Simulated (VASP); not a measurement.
# BP (F-43m): a series in uniaxial stress along [111]

Wanted: the response of BP to uniaxial stress along [111], as a table, with a fit that predicts a row left out.

Calculated with VASP 6.6.1; LDA; plane waves and PAW (B, P), in the first sound run; inputs show where later runs differ.

### 1. Starting point

The structure is cubic, space group F-43m (No. 216). Conventional cell: a = 4.538 Å, b = 4.538 Å, c = 4.538 Å, α = 90.00°, β = 90.00°, γ = 90.00°. B has 4 P at 1.97 Å nearest. Nearest to P lie 4 B at 1.97 Å. Farther neighbours are not listed.

### 2. Relax the crystal, LDA

The series starts from the cell that this level prefers, so that zero strain is near zero stress.

This step took 2 runs in a row; the last is shown.

Level: LDA; plane waves and PAW (B, P).

INCAR

```
SYSTEM = BP
PREC = Accurate
ENCUT = 480
EDIFF = 1E-07
NELM = 120
ISMEAR = 0
SIGMA = 0.02
LREAL = .FALSE.
ALGO = Normal
GGA = CA
NBANDS = 10
LASPH = .TRUE.
LORBIT = 11
LWAVE = .FALSE.
LCHARG = .FALSE.
KPAR = 12
IBRION = 2
NSW = 40
ISIF = 3
EDIFFG = -0.005
POTIM = 0.4
```

POSCAR

```
BP
1.0
    0.0000000000      2.2448005768      2.2448005768
    2.2448005768      0.0000000000      2.2448005768
    2.2448005768      2.2448005768      0.0000000000
B P
1 1
Direct
    0.0000000000      0.0000000000      0.0000000000
    0.2500000000      0.2500000000      0.2500000000
```

KPOINTS

```
Automatic mesh
0
Gamma
11 11 11
0 0 0
```

PAW data sets: B and P (LDA family, release 64).

Run with:

```console
mpirun -np 12 vasp_std
```

What it wrote:

```text
[banner, memory and clock lines left out]
running   12 mpi-ranks, on    1 nodes
[...]
|                                                                             |
|           W    W    AA    RRRRR   N    N  II  N    N   GGGG   !!!           |
|           W    W   A  A   R    R  NN   N  II  NN   N  G    G  !!!           |
|           W    W  A    A  R    R  N N  N  II  N N  N  G       !!!           |
|           W WW W  AAAAAA  RRRRR   N  N N  II  N  N N  G  GGG   !            |
|           WW  WW  A    A  R   R   N   NN  II  N   NN  G    G                |
|           W    W  A    A  R    R  N    N  II  N    N   GGGG   !!!           |
|                                                                             |
|     For optimal performance we recommend to set                             |
|       NCORE = 2 up to number-of-cores-per-socket                            |
|     NCORE specifies how many cores store one orbital (NPAR=cpu/NCORE).      |
|     This setting can greatly improve the performance of VASP for DFT.       |
[...]
|     Unfortunately you need to use the default for GW and RPA                |
|     calculations (for HF NCORE is supported but not extensively tested      |
|     yet).                                                                   |
|                                                                             |

 LDA part: xc-table for (Slater(with rela. corr.)+CA(PZ))
 , standard interpolation
 POSCAR, INCAR and KPOINTS ok, starting setup
[...]
entering main loop
       N       E                     dE             d eps       ncg     rms          rms(c)
DAV:   1     0.771284084350E+01    0.77128E+01   -0.39718E+03  1120   0.680E+02
DAV:   2    -0.147837503994E+02   -0.22497E+02   -0.21399E+02  1566   0.111E+02
DAV:   3    -0.152987166902E+02   -0.51497E+00   -0.51420E+00  1370   0.160E+01
DAV:   4    -0.153005216122E+02   -0.18049E-02   -0.18045E-02  1412   0.108E+00
[...]
DAV:  11    -0.143991051354E+02   -0.18618E-05   -0.59788E-06  1404   0.135E-02    0.373E-02
DAV:  12    -0.143991048169E+02    0.31848E-06   -0.19057E-06  1274   0.627E-03    0.890E-03
DAV:  13    -0.143991048240E+02   -0.71290E-08   -0.64782E-08   640   0.170E-03
   1 F= -.14399105E+02 E0= -.14399105E+02  d E =-.143991E+02
[...]
reached required accuracy - stopping structural energy minimisation
```

It took 1.4 s on 12 MPI ranks of Intel Xeon 6975P-C (Granite Rapids), shared host; peak memory 1.5 GiB; 8 s of CPU time.

Lines that name or quote the potential files are left out of all logs, and their timing lines are given in words.

Parts of OUTCAR (step 2):

```text
  Total        0.0006740      0.0006740      0.0006740     -0.0000000      0.0000000      0.0000000
  in kB        0.0477294      0.0477294      0.0477294     -0.0000000      0.0000000      0.0000000
  external PRESSURE =       0.0477294 kB  Pullay stress =       0.0000000 kB

 POSITION                                       TOTAL-FORCE (eV/Angst)
 -----------------------------------------------------------------------------------
      0.00000      0.00000      0.00000        -0.000000     -0.000000     -0.000000
      1.12240      1.12240      1.12240         0.000000      0.000000      0.000000
 -----------------------------------------------------------------------------------
    total drift:                                0.000000      0.000000      0.000000

  FREE ENERGIE OF THE ION-ELECTRON SYSTEM (eV)
  ---------------------------------------------------
  free  energy   TOTEN  =       -14.3991048240 eV

  energy  without entropy=      -14.3991048240  energy(sigma->0) =      -14.39910482

 reached required accuracy - stopping structural energy minimisation

[... 3 further parts left out ...]
[key lines of the parts left out:]
E-fermi :   7.8723
```

Numbers from this step:

```
energy(sigma→0) of the program : -14.3991 eV
stress, compression positive   : 0.00 along [111], 0.00 across it (mean), GPa
volume                         : 22.624 Å³
ionic steps                    : 1
```

### 3. Strain across the axis, LDA

One member in full: the axis is strained by 1 %, and the two directions across it are strained alike until their mean stress is under 0.012 GPa or five steps are spent.

This step took 3 runs, each at a new trial strain with the atoms of the one before; the last is shown.

Level: LDA; plane waves and PAW (B, P); cell typed or built by script.

INCAR, as its differences from that of step 2:

```diff
@@ -15,7 +15,7 @@
 LCHARG = .FALSE.
-KPAR = 12
-IBRION = 2
-NSW = 40
-ISIF = 3
-EDIFFG = -0.005
-POTIM = 0.4
+KPAR = 3
+IBRION = 1
+NSW = 25
+ISIF = 2
+EDIFFG = -0.004
+POTIM = 0.3
```

POSCAR

```
BP
1.0
    0.0163046490      2.2590962580      2.2590962580
    2.2590962580      0.0163046490      2.2590962580
    2.2590962580      2.2590962580      0.0163046490
B P
1 1
Direct
    0.0002932143      0.0002932143      0.0002932143
    0.2497067857      0.2497067857      0.2497067857
```

KPOINTS is that of step 2.

Run with:

```console
mpirun -np 3 vasp_std
```

What it wrote:

```text
[banner, memory and clock lines left out]
running    3 mpi-ranks, on    1 nodes
[...]
LDA part: xc-table for (Slater(with rela. corr.)+CA(PZ))
 , standard interpolation
 POSCAR, INCAR and KPOINTS ok, starting setup
[...]
entering main loop
       N       E                     dE             d eps       ncg     rms          rms(c)
DAV:   1     0.651303783987E+01    0.65130E+01   -0.38414E+03  2920   0.674E+02
DAV:   2    -0.147712552952E+02   -0.21284E+02   -0.20277E+02  4104   0.109E+02
DAV:   3    -0.152761111849E+02   -0.50486E+00   -0.50390E+00  3580   0.155E+01
DAV:   4    -0.152781186703E+02   -0.20075E-02   -0.20073E-02  3574   0.111E+00
[...]
DAV:  11    -0.143962160091E+02   -0.18768E-05   -0.56690E-06  3666   0.133E-02    0.364E-02
DAV:  12    -0.143962157113E+02    0.29788E-06   -0.18817E-06  3366   0.622E-03    0.847E-03
DAV:  13    -0.143962157166E+02   -0.53723E-08   -0.64971E-08  1680   0.171E-03
   1 F= -.14396216E+02 E0= -.14396216E+02  d E =-.143962E+02
 BRION: g(F)=  0.136E-05 g(S)=  0.000E+00
[...]
N       E                     dE             d eps       ncg     rms          rms(c)
DAV:   1    -0.143962162955E+02   -0.58423E-06   -0.29461E-05  2954   0.359E-02    0.283E-03
DAV:   2    -0.143962163331E+02   -0.37569E-07   -0.69194E-07  3744   0.649E-03
   2 F= -.14396216E+02 E0= -.14396216E+02  d E =-.616430E-06
 BRION: g(F)=  0.102E-07 g(S)=  0.000E+00 retain N=  1 mean eig= 0.92
 eig:   0.920
 reached required accuracy - stopping structural energy minimisation
```

Elapsed: 4.8 s, on 3 MPI ranks; peak memory 0.39 GiB.

From OUTCAR (step 3):

```text
  Total       -0.1979812     -0.1979812     -0.1979812     -0.1980235     -0.1980235     -0.1980235
  in kB      -13.9068120    -13.9068120    -13.9068120    -13.9097815    -13.9097815    -13.9097815
  external PRESSURE =     -13.9068120 kB  Pullay stress =       0.0000000 kB

 POSITION                                       TOTAL-FORCE (eV/Angst)
 -----------------------------------------------------------------------------------
      0.00141      0.00141      0.00141        -0.000242     -0.000242     -0.000242
      1.13221      1.13221      1.13221         0.000242      0.000242      0.000242
 -----------------------------------------------------------------------------------
    total drift:                                0.000099      0.000099      0.000099

  FREE ENERGIE OF THE ION-ELECTRON SYSTEM (eV)
  ---------------------------------------------------
  free  energy   TOTEN  =       -14.3962163331 eV

  energy  without entropy=      -14.3962163331  energy(sigma->0) =      -14.39621633

[... 1 part as in an earlier step ...]

[... 3 further parts left out ...]
[key lines of the parts left out:]
E-fermi :   7.9018
```

This run gave:

```
energy(sigma→0) of the program : -14.3962 eV
stress, compression positive   : -4.17 along [111], 0.00 across it (mean), GPa
ionic steps                    : 2
```

### 4. Band edges, TB-mBJ with spin-orbit coupling

Short lines in KPOINTS_OPT sample the zone centre along and across the axis, for masses, and the other valleys.

Level: TB-mBJ, spin-orbit coupling; plane waves and PAW (B, P); cell typed or built by script.

TB-mBJ has no energy functional, so the total energy, stress and pressure in this output mean nothing.

INCAR

```
SYSTEM = BP
PREC = Accurate
ENCUT = 480
EDIFF = 1E-06
NELM = 150
ISMEAR = 0
SIGMA = 0.02
LREAL = .FALSE.
ALGO = Normal
METAGGA = MBJ
LASPH = .TRUE.
LNONCOLLINEAR = .TRUE.
MAGMOM = 0 0 0 0 0 0
NBANDS = 18
GGA_COMPAT = .FALSE.
LSORBIT = .TRUE.
LWAVE = .FALSE.
LCHARG = .FALSE.
KPAR = 3
```

POSCAR

```
BP
1.0
    0.0163046490      2.2590962580      2.2590962580
    2.2590962580      0.0163046490      2.2590962580
    2.2590962580      2.2590962580      0.0163046490
B P
1 1
Direct
    0.0003111012      0.0003111012      0.0003111012
    0.2496888988      0.2496888988      0.2496888988
```

KPOINTS

```
Automatic mesh
0
Gamma
9 9 9
0 0 0
```

KPOINTS_OPT

```
Line mode
6
Line-mode
Reciprocal
  0.00000000   0.00000000   0.00000000
  0.02083333   0.02083333   0.02083333

  0.00000000   0.00000000   0.00000000
 -0.01262014   0.01262014  -0.00000000

  0.31000000   0.31000000   0.00000000
  0.50000000   0.50000000   0.00000000

  0.00000000   0.31000000   0.31000000
  0.00000000   0.50000000   0.50000000

  0.45000000   0.45000000   0.45000000
  0.50000000   0.50000000   0.50000000

  0.45000000   0.00000000   0.00000000
  0.50000000   0.00000000   0.00000000

  0.42500000   0.42500000   0.00000000
  0.42512975   0.44297732   0.01797732

  0.50000000   0.50000000   0.50000000
  0.48737986   0.51262014   0.50000000
```

Run with:

```console
mpirun -np 3 vasp_ncl
```

What it wrote:

```text
[banner, memory and clock lines left out]
running    3 mpi-ranks, on    1 nodes
[...]
|                                                                             |
|               ----> ADVICE to this user running VASP <----                  |
|                                                                             |
|     You enforced a specific xc type in the INCAR file but a different       |
|     [... a line on the potential file left out ...]
|     I HOPE YOU KNOW WHAT YOU ARE DOING!                                     |
|                                                                             |

 LDA part: xc-table for (None), standard interpolation
 POSCAR, INCAR and KPOINTS ok, starting setup
[...]
entering main loop
       N       E                     dE             d eps       ncg     rms          rms(c)
DAV:   1     0.838453554062E+01    0.83845E+01   -0.33173E+03  5940   0.757E+02
DAV:   2    -0.173757992766E+02   -0.25760E+02   -0.23672E+02  8130   0.140E+02
DAV:   3    -0.183644646115E+02   -0.98867E+00   -0.97943E+00  7560   0.232E+01
DAV:   4    -0.183686569096E+02   -0.41923E-02   -0.41903E-02  7194   0.179E+00
[...]
DAV:  25    -0.155673100816E+02   -0.15691E-04   -0.44753E-10  3054   0.205E-04    0.220E-05
DAV:  26    -0.155673164225E+02   -0.63409E-05   -0.85231E-11  3054   0.781E-05    0.257E-05
DAV:  27    -0.155673169980E+02   -0.57554E-06   -0.14764E-11  3054   0.376E-05
   1 F= -.15567317E+02 E0= -.15567317E+02  d E =-.151118E-34  mag=     0.0000     0.0000     0.0000
 Start KPOINTS_OPT (optional k-point list driver)
k-point batch [1-48\48]
       N       E                     dE             ncg
DAV:   1     0.218210578957E+04   -0.82657E+04     1728
DAV:   2     0.800174993330E+03   -0.13819E+04     2442
DAV:   3     0.750941614434E+03   -0.49233E+02     2168
DAV:   4     0.750718904315E+03   -0.22271E+00     2126
DAV:   5     0.750717345749E+03   -0.15586E-02     2094
DAV:   6     0.750717328126E+03   -0.17623E-04     2098
DAV:   7     0.750717327869E+03   -0.25648E-06     1732
```

It took 65 s on 3 MPI ranks; peak memory 0.97 GiB; 2.4 min of CPU time.

OUTCAR, selected parts (step 4):

```text
  LATTYP: Found a trigonal (rhomboedric) cell.
 ALAT       =     3.1948861713
 COS(alpha) =     0.5072041225

 Subroutine GETGRP returns: Found  6 space group operations
 (whereof  6 operations were pure point group operations)

The static configuration has the point symmetry C_3v.

 Found    165 irreducible k-points:

   k-points           NKPTS =    165   k-points in BZ     NKDIM =    165   number of bands    NBANDS=     18

   dimension x,y,z NGX =    24 NGY =   24 NGZ =   24
   dimension x,y,z NGXF=    48 NGYF=   48 NGZF=   48

   ENCUT  =  480.0 eV  35.28 Ry    5.94 a.u.   5.71  5.71  5.71*2*pi/ulx,y,z

   NELECT =       8.0000    total number of electrons

 E-fermi :   7.6478

 k-point     1 :       0.0000    0.0000    0.0000
  band No.  band energies     occupation
    ...
      4       7.3588      1.00000
      5       7.4578      1.00000
      6       7.4578      1.00000
      7       7.4816      1.00000
      8       7.4816      1.00000
      9      11.6095      0.00000
     10      11.6095      0.00000
     11      11.7919      0.00000
     12      11.7919      0.00000
     13      11.8177      0.00000
    ...

 k-point     2 :       0.1111    0.0000    0.0000
  band No.  band energies     occupation
    ...
      4       6.0202      1.00000
      5       7.0542      1.00000
      6       7.0552      1.00000
      7       7.1444      1.00000
      8       7.1445      1.00000
      9      12.0732      0.00000
     10      12.0865      0.00000
     11      12.2072      0.00000
     12      12.2222      0.00000
     13      12.2857      0.00000
    ...

  Total        2.5823313      2.5823313      2.5823313     -0.1965022     -0.1965022     -0.1965022
  in kB      181.3909290    181.3909290    181.3909290    -13.8029191    -13.8029191    -13.8029191
  external PRESSURE =     181.3909290 kB  Pullay stress =       0.0000000 kB

 POSITION                                       TOTAL-FORCE (eV/Angst)
 -----------------------------------------------------------------------------------
      0.00141      0.00141      0.00141        -0.101878     -0.101878     -0.101878
      1.13221      1.13221      1.13221         0.101878      0.101878      0.101878
 -----------------------------------------------------------------------------------
    total drift:                                0.015978      0.015978      0.015978

  FREE ENERGIE OF THE ION-ELECTRON SYSTEM (eV)
  ---------------------------------------------------
  free  energy   TOTEN  =       -15.5673169980 eV

  energy  without entropy=      -15.5673169980  energy(sigma->0) =      -15.56731700

 Spin-Orbit-Coupling matrix elements
 Ion:    1  E_soc:     -0.0000035
 Ion:    2  E_soc:     -0.0008075

[... 1 part as in an earlier step ...]

[... 7 further parts left out ...]
```

### 5. Band edges, r2SCAN with spin-orbit coupling

Short lines in KPOINTS_OPT sample the zone centre along and across the axis, for masses, and the other valleys.

Level: r2SCAN, spin-orbit coupling; plane waves and PAW (B, P); cell typed or built by script.

INCAR, as its differences from that of step 4:

```diff
@@ -4,3 +4,3 @@
 EDIFF = 1E-06
-NELM = 150
+NELM = 100
 ISMEAR = 0
@@ -9,3 +9,3 @@
 ALGO = Normal
-METAGGA = MBJ
+METAGGA = R2SCAN
 LASPH = .TRUE.
```

POSCAR is that of step 4.

KPOINTS is that of step 4.

KPOINTS_OPT is that of step 4.

Run with:

```console
mpirun -np 3 vasp_ncl
```

What it wrote:

```text
[banner, memory and clock lines left out]
running    3 mpi-ranks, on    1 nodes
[...]
[... a notice as in an earlier step ...]

 LDA part: xc-table for (None), standard interpolation
 POSCAR, INCAR and KPOINTS ok, starting setup
[...]
entering main loop
       N       E                     dE             d eps       ncg     rms          rms(c)
DAV:   1    -0.327254154164E+02   -0.32725E+02   -0.34043E+03  5940   0.772E+02
DAV:   2    -0.597541695718E+02   -0.27029E+02   -0.24842E+02  8156   0.146E+02
DAV:   3    -0.608268260245E+02   -0.10727E+01   -0.10624E+01  7710   0.250E+01
DAV:   4    -0.608334173148E+02   -0.65913E-02   -0.65880E-02  7244   0.236E+00
[...]
DAV:  10    -0.589193803905E+02   -0.95450E-04   -0.27783E-05  6948   0.584E-02    0.593E-02
DAV:  11    -0.589194034328E+02   -0.23042E-04   -0.22941E-05  6696   0.476E-02    0.168E-02
DAV:  12    -0.589194038014E+02   -0.36856E-06   -0.14352E-06  7194   0.145E-02
   1 F= -.58919404E+02 E0= -.58919404E+02  d E =-.386614E-14  mag=    -0.0000     0.0000     0.0000
 Start KPOINTS_OPT (optional k-point list driver)
k-point batch [1-48\48]
       N       E                     dE             ncg
DAV:   1     0.219158214995E+04   -0.82562E+04     1728
DAV:   2     0.796595045238E+03   -0.13950E+04     2458
DAV:   3     0.745754987085E+03   -0.50840E+02     2154
DAV:   4     0.745427543335E+03   -0.32744E+00     2156
DAV:   5     0.745423668106E+03   -0.38752E-02     2122
DAV:   6     0.745423598608E+03   -0.69498E-04     2230
DAV:   7     0.745423597069E+03   -0.15388E-05     1842
DAV:   8     0.745423597016E+03   -0.52829E-07     1368
```

It took 1.8 min on 3 MPI ranks; peak memory 0.91 GiB.

(Continued in part 2 of 2.)

[Lines on the potential files, build, host, timing and source positions are cut from VASP's logs without a mark.]

[Logs are printed without paths, hosts, clocks, repeated set-up lines and the standing remarks that a program may print on its own settings, such as how far it seeks lower states.]

[Hosts, paths, dates, database ids (printed as entryN), source tags and the programs' standing remarks are cut or masked in the printed files.]

[In band tables of VASP the shares of atoms and orbitals are scaled to a sum of 1 inside the atoms' spheres.]
